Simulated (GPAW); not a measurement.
Crystal: Zn.

```xyz
1
Lattice="2.5404 0.0000 0.0000 -0.7556 2.4729 0.0000 -0.7406 -1.1635 2.4371" Properties=species:S:1:pos:R:3 pbc="T T T"
Zn    0.0000    0.0000    0.0000
```

The cell isn't the ideal one: cell sheared at random, sigma 0.06, atoms nudged by 0.01 Å.

* Program: GPAW 26.7.0
* Task: relaxation of cell and atoms
* Functional: PW91
* Dispersion: D4
* Potentials or basis: PAW data sets generated in the run's folder for this functional
* Cutoff: 600 eV
* Basis: pw
* k mesh: 7 × 7 × 7
* Occupations: fermi-dirac, width 0.05 eV
* Spin: no spin polarisation

At the start: pressure -0.9 GPa; volume 15.31 Å³/atom.

Q: Where does the relaxation end?

A: Over 21 steps the energy falls by 116.5 meV/atom and the volume is 14.71 Å³/atom (-3.9 %); space group Immm (No. 71, to 0.05 Å).

Step by step:
| step | energy change (eV) | largest force (eV/Å) | pressure (GPa) | volume (Å³) |
| --- | --- | --- | --- | --- |
| 1 | 0.0000 | 0.0000 | -0.95 | 15.31 |
| 2 | -0.0048 | 0.0000 | -0.93 | 15.25 |
| 3 | -0.0206 | 0.0000 | -0.82 | 14.91 |
| 4 | -0.0431 | 0.0000 | 3.05 | 14.11 |
| 5 | -0.0457 | 0.0000 | 0.91 | 14.46 |
| 6 | -0.0464 | 0.0000 | 0.56 | 14.52 |
| 7 | -0.0480 | 0.0000 | -0.11 | 14.66 |
| 8 | 0.0001 | 0.0000 | -3.08 | 16.55 |
| 9 | -0.0544 | 0.0000 | -1.01 | 14.96 |
| 10 | -0.0642 | 0.0000 | -2.62 | 15.25 |
| 11 | 0.1032 | 0.0000 | -6.14 | 19.12 |
| 12 | -0.0938 | 0.0000 | -4.95 | 15.74 |
| 13 | -0.1025 | 0.0000 | -1.43 | 14.89 |
| 14 | -0.1101 | 0.0000 | -0.60 | 14.83 |
| 15 | -0.1110 | 0.0000 | -0.70 | 14.84 |
| 16 | -0.1081 | 0.0000 | -0.84 | 14.86 |
| 17 | -0.1160 | 0.0000 | -0.34 | 14.78 |
| 18 | -0.1162 | 0.0000 | -0.09 | 14.73 |
| 19 | -0.1164 | 0.0000 | 0.18 | 14.69 |
| 20 | -0.1165 | 0.0000 | 0.16 | 14.69 |
| 21 | -0.1165 | 0.0000 | 0.05 | 14.71 |

Final structure:
```xyz
1
Lattice="2.6884 -0.3598 -0.0546 -1.1452 2.4558 -0.0028 -0.6894 -1.0429 2.4036" Properties=species:S:1:pos:R:3 pbc="T T T"
Zn    0.0000    0.0000    0.0000
```

Caveat: the k mesh is coarse (spacing up to 0.40 Å⁻¹), so the values aren't converged; later steps reuse the first step's grids; pairwise dispersion overbinds metals, which lowers pressure and volume.
